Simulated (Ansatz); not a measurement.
Input and command of a calculation in Ansatz (plane waves; scalar-relativistic PAW potentials unless the input names others):

```yaml
crystal:
  lattice:
    - [3.8455650076, 0.0, 0.0]
    - [0.0, 5.4384501888, 0.0]
    - [0.0, 0.0, 24.6139125191]
  atoms:
    - { symbol: Ga, position: [0.5, 0.5, 0.3047057226] }
    - { symbol: P, position: [0.0, 0.25, 0.3047057226] }
    - { symbol: Ga, position: [0.0, 0.0, 0.3828234336] }
    - { symbol: P, position: [0.5, 0.75, 0.3828234336] }
    - { symbol: Ga, position: [0.5, 0.5, 0.4609411445] }
    - { symbol: P, position: [0.0, 0.25, 0.4609411445] }
    - { symbol: Ga, position: [0.0, 0.0, 0.5390588555] }
    - { symbol: P, position: [0.5, 0.75, 0.5390588555] }
    - { symbol: Ga, position: [0.5, 0.5, 0.6171765664] }
    - { symbol: P, position: [0.0, 0.25, 0.6171765664] }
    - { symbol: Ga, position: [0.0, 0.0, 0.6952942774] }
    - { symbol: P, position: [0.5, 0.75, 0.6952942774] }
basis:
  ecutwfc: 420
kpoints:
  mp_grid: { grid: [7, 5, 1] }
hamiltonian:
  xc: pbesol
scf:
  occupations: { method: fermi_dirac, width: 0.01 }
  lower_state_search: "off"
output:
  forces: true
  eigenvalues: true
  stress: true
efield:
  axis: 3
  dipole_correction: true
  ramp_width: 0.04
```

```bash
ansatz run input.yaml --threads 1 --pin off --max-ram 2560MiB --backend cpu --events-out ev --progress --plain --runs-dir out
```

Abridged log:
```
Basis set: ecut = 420 eV, 10061 PW (Γ), exchange–correlation on 54×80×360 points (8 copies of the dense FFT grid, shifted against one another)
Bands: 66, of which v1, the nominal top of the filled ones, is band 54 counted from 1 (53 counted from 0)
Symmetry: 2 space group operations
k-points: 12 of 35 (time reversal used)
SCF iter   1: F=—  HF=-26900.651629 eV  |F-HF|=—  |Δ(HF+E_count)|=         —  Δρ=2.73e-3  dr2=6.32e-2  ethr=1.77e-3  p=0.000 e·Å  D=9.29e-14 V/Å  ΔV_dip= 0.00 eV  dr2_dipole=1.33e-7  V_vac-E_F(+/−)=4.60/4.60 eV  ⟨swp⟩=9.8  Hψ=4076  notcnv=0  defer=8
efield: sawtooth ramp at fractional position 0.9800 (placed from the atoms, in the widest stretch of the axis that holds none; the zero of the levels goes with the place), width 0.0400; the density the first Hamiltonian is built on has a dipole p = 0.000 e·Å; the dipole correction subtracts the counter field D = 9.29e-14 V/Å, which shifts the + side's vacuum level by  0.00 eV against the − side's; the planar-averaged density in the ramp window peaks in size at 5.6e-6 e/Å³
SCF iter   2: F=—  HF=-26900.632119 eV  |F-HF|=—  |Δ(HF+E_count)|=   1.95e-2  Δρ=1.25e-3  dr2=1.06e-2  ethr=5.85e-5  p=0.000 e·Å  D=6.40e-5 V/Å  ΔV_dip= 0.00 eV  dr2_dipole=1.34e-6  V_vac-E_F(+/−)=4.63/4.63 eV  ⟨swp⟩=3.1  Hψ=1479  notcnv=0  defer=70
SCF iter   3: F=—  HF=-26900.632632 eV  |F-HF|=—  |Δ(HF+E_count)|=   5.13e-4  Δρ=4.50e-4  dr2=3.16e-3  ethr=9.86e-6  p=-0.001 e·Å  D=-3.20e-4 V/Å  ΔV_dip=0.01 eV  dr2_dipole=4.50e-5  V_vac-E_F(+/−)=4.61/4.60 eV  ⟨swp⟩=3.1  Hψ=1462  notcnv=0  defer=70
SCF iter   4: F=—  HF=-26900.632363 eV  |F-HF|=—  |Δ(HF+E_count)|=   2.69e-4  Δρ=2.02e-4  dr2=1.09e-3  ethr=2.93e-6  p=0.002 e·Å  D=6.66e-4 V/Å  ΔV_dip=-0.02 eV  dr2_dipole=2.09e-4  V_vac-E_F(+/−)=4.62/4.64 eV  ⟨swp⟩=2.8  Hψ=1418  notcnv=0  defer=70
SCF iter   5: F=—  HF=-26900.632510 eV  |F-HF|=—  |Δ(HF+E_count)|=   1.47e-4  Δρ=1.36e-4  dr2=1.37e-3  ethr=1.01e-6  p=-0.004 e·Å  D=-1.45e-3 V/Å  ΔV_dip=0.04 eV  dr2_dipole=9.95e-4  V_vac-E_F(+/−)=4.64/4.60 eV  ⟨swp⟩=2.1  Hψ=950  notcnv=0  defer=70
SCF iter   6: F=—  HF=-26900.632407 eV  |F-HF|=—  |Δ(HF+E_count)|=   1.03e-4  Δρ=7.43e-5  dr2=1.02e-4  ethr=1.01e-6  p= 0.000 e·Å  D=-1.00e-4 V/Å  ΔV_dip=0.00 eV  dr2_dipole=3.82e-6  V_vac-E_F(+/−)=4.62/4.62 eV  ⟨swp⟩=2.1  Hψ=857  notcnv=0  defer=70
SCF iter   7: F=—  HF=-26900.632399 eV  |F-HF|=—  |Δ(HF+E_count)|=   8.62e-6  Δρ=3.27e-5  dr2=1.11e-5  ethr=9.44e-8  p= 0.000 e·Å  D=-6.85e-5 V/Å  ΔV_dip=0.00 eV  dr2_dipole=2.25e-6  V_vac-E_F(+/−)=4.62/4.62 eV  ⟨swp⟩=2.0  Hψ=1297  notcnv=0  defer=70
SCF iter   8: F=—  HF=-26900.632254 eV  |F-HF|=—  |Δ(HF+E_count)|=   1.44e-4  Δρ=1.15e-5  dr2=1.14e-6  ethr=1.02e-8  p= 0.000 e·Å  D=-8.60e-6 V/Å  ΔV_dip=0.00 eV  dr2_dipole=3.77e-8  V_vac-E_F(+/−)=4.62/4.62 eV  ⟨swp⟩=2.0  Hψ=1191  notcnv=0  defer=70
SCF iter   9: F=-26900.632255 eV  HF=-26900.632255 eV  |F-HF|=5.49e-8  |Δ(HF+E_count)|=   8.69e-7  Δρ=3.10e-6  dr2=4.08e-8  ethr=9.26e-11  p= 0.000 e·Å  D=-4.40e-7 V/Å  ΔV_dip=0.00 eV  dr2_dipole=7.77e-12  V_vac-E_F(+/−)=4.62/4.62 eV  ⟨swp⟩=13.3  Hψ=4609  notcnv=0
SCF 1 converged in 9 iterations: F = -26900.632255 eV  dr2 = 4.08e-8
SCF converged after 9 iterations
Free energy (F): -26900.632255 eV
Harris-Foulkes:  -26900.632255 eV  (|F-HF|=5.49e-8)
Internal energy: -26900.632255 eV  (E = F + TS)
E sigma→0 (E₀):  -26900.632255 eV
Fermi energy:    0.999969 eV
Dipole field:    D = 0.000002 V/Å  (p = 0.000005 e·Å, saw-weighted, corrected)
Work function:   Φ+ = 4.6214 eV   Φ− = 4.6215 eV
Levels:          The Fermi level and band energies are counted from a zero that moves with the ramp; work functions are not
--- Forces (eV/Å), atoms counted from 1 ---
  atom   1  Ga     0.00000000    -1.23046578     1.44240622
  atom   2  P      0.00000000     0.38094456    -1.27312854
  atom   3  Ga     0.00000000     0.26621778     0.14622041
  atom   4  P      0.00000000     0.67208947    -0.54061674
  atom   5  Ga     0.00000000    -0.19965823     0.11660552
  atom   6  P      0.00000000     0.11085274     0.17075362
  atom   7  Ga     0.00000000    -0.19965459    -0.11660627
  atom   8  P      0.00000000     0.11084951    -0.17074524
  atom   9  Ga     0.00000000     0.26622364    -0.14622298
  atom  10  P      0.00000000     0.67208655     0.54060987
  atom  11  Ga     0.00000000    -1.23046763    -1.44240641
  atom  12  P      0.00000000     0.38094195     1.27312414
--- Stress (GPa, compression-positive) ---
       -0.803340       0.000000       0.000000
        0.000000      -0.865567       0.000001
        0.000000       0.000001       0.029816
  P = ⅓ Tr σ = -0.5464 GPa (-5.464 kbar)
```

Apart from outputs and empty bands, the input differs from a reference run on usual settings in scf.occupations.method: "gaussian" → "fermi_dirac"; scf.occupations.width: 0.05 → 0.01; scf.lower_state_search: not typed → "off". The reference, at the same geometry (not necessarily relaxed), gave pressure -0.55 GPa (averaged over a cell that holds vacuum), largest force 1.896 eV/Å, gap on the mesh 0.72 eV. This run converged in 9 SCF iterations (reference: 10) with an energy at zero smearing within 0.01 meV/atom of the reference's, pressure -0.55 GPa (averaged over a cell that holds vacuum), largest force 1.896 eV/Å, gap on the mesh 0.72 eV.

Time: 55 s on 1 thread of Intel(R) Xeon(R) Processor @ 2.70GHz, with other jobs on the host, peak memory 0.76 GiB.